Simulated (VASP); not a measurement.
# Sn: relaxed cell and band gap, by functional

Sn, Fd-3m (no. 227), 2 atoms in the cell.

| Functional | Volume (Å³/atom) | Change from the starting volume (fraction) | Gap, path and mesh (eV) | Time (s) |
|---|---|---|---|---|
| OPTX + LYP (libxc) | 37.89 | 0.121 | 0.00 | 275 |
| Wu-Cohen (libxc) | 34.93 | 0.033 | 0.00 | 210 |
| HCTH/407 (libxc) | 38.31 | 0.133 | 0.00 | 231 |
| PBEint (libxc) | 35.44 | 0.049 | 0.00 | 208 |
| RGE2 (libxc) | 35.58 | 0.052 | 0.00 | 201 |
| B86 with PBE correlation (libxc) | 37.61 | 0.113 | 0.00 | 233 |
| N12 (libxc) | 35.48 | 0.050 | 0.00 | 237 |
| LDA, PW92 (libxc) | 33.86 | 0.002 | 0.00 | 153 |

## Input of the first row

INCAR.step1:
```
  ALGO = Normal
  EDIFF = 1E-7
  EDIFFG = -0.005
  ENCUT = 600
  GGA = LIBXC
  GGA_COMPAT = F
  IBRION = 2
  ISIF = 3
  ISMEAR = 1
  LASPH = T
  LCHARG = F
  LIBXC1 = GGA_X_OPTX
  LIBXC2 = GGA_C_LYP
  LREAL = F
  LWAVE = F
  NELM = 150
  NSW = 60
  PREC = Accurate
  SIGMA = 0.1
```

INCAR.step2, as INCAR.step1 but for:
```
- NSW = 60
+ NSW = 40
```

INCAR.step3, as INCAR.step2 but for:
```
- EDIFFG = -0.005
- IBRION = 2
- ISIF = 3
- NSW = 40
+ ISIF = 2
+ NBANDS = 21
```

KPOINTS:
```
k-points
0
Gamma
  7 7 7
```

KPOINTS_OPT:
```
path GXWKGLUWLK,UX
8
line-mode
reciprocal
 0.0000000000  0.0000000000  0.0000000000  G
 0.5000000000  0.0000000000  0.5000000000  X

 0.5000000000  0.0000000000  0.5000000000  X
 0.5000000000  0.2500000000  0.7500000000  W

 0.5000000000  0.2500000000  0.7500000000  W
 0.3750000000  0.3750000000  0.7500000000  K

 0.3750000000  0.3750000000  0.7500000000  K
 0.0000000000  0.0000000000  0.0000000000  G

 0.0000000000  0.0000000000  0.0000000000  G
 0.5000000000  0.5000000000  0.5000000000  L

 0.5000000000  0.5000000000  0.5000000000  L
 0.6250000000  0.2500000000  0.6250000000  U

 0.6250000000  0.2500000000  0.6250000000  U
 0.5000000000  0.2500000000  0.7500000000  W

 0.5000000000  0.2500000000  0.7500000000  W
 0.5000000000  0.5000000000  0.5000000000  L

 0.5000000000  0.5000000000  0.5000000000  L
 0.3750000000  0.3750000000  0.7500000000  K

 0.6250000000  0.2500000000  0.6250000000  U
 0.5000000000  0.0000000000  0.5000000000  X
```

POSCAR.step1:
```
Sn
1.0
    0.0000000000      3.2333428000      3.2333428000
    3.2333428000      0.0000000000      3.2333428000
    3.2333428000      3.2333428000      0.0000000000
Sn
2
Direct
    0.7500000000      0.7500000000      0.7500000000
    0.5000000000      0.5000000000      0.5000000000
```

Commands (each step's output is kept before the next begins):
```
cat potpaw_PBE.64/Sn_d/POTCAR > POTCAR
cp INCAR.step1 INCAR
cp POSCAR.step1 POSCAR
mpirun -np 1 vasp_std > vasp.out
cp CONTCAR POSCAR
rm WAVECAR CHG
cp INCAR.step2 INCAR
mpirun -np 1 vasp_std > vasp.out
cp CONTCAR POSCAR
rm WAVECAR CHG
cp INCAR.step3 INCAR
mpirun -np 1 vasp_std > vasp.out
```

Changes of the last row against the first:
```
(all steps)
- LIBXC1 = GGA_X_OPTX
- LIBXC2 = GGA_C_LYP
+ LIBXC1 = LDA_X
+ LIBXC2 = LDA_C_PW
- cat potpaw_PBE.64/Sn_d/POTCAR > POTCAR
+ cat potpaw_LDA.64/Sn_d/POTCAR > POTCAR
```

VASP 6.6.1 took 275 s on 1 core (Intel Xeon Platinum 8124M @ 3.00GHz (Skylake/Cascade Lake)), a shared host.
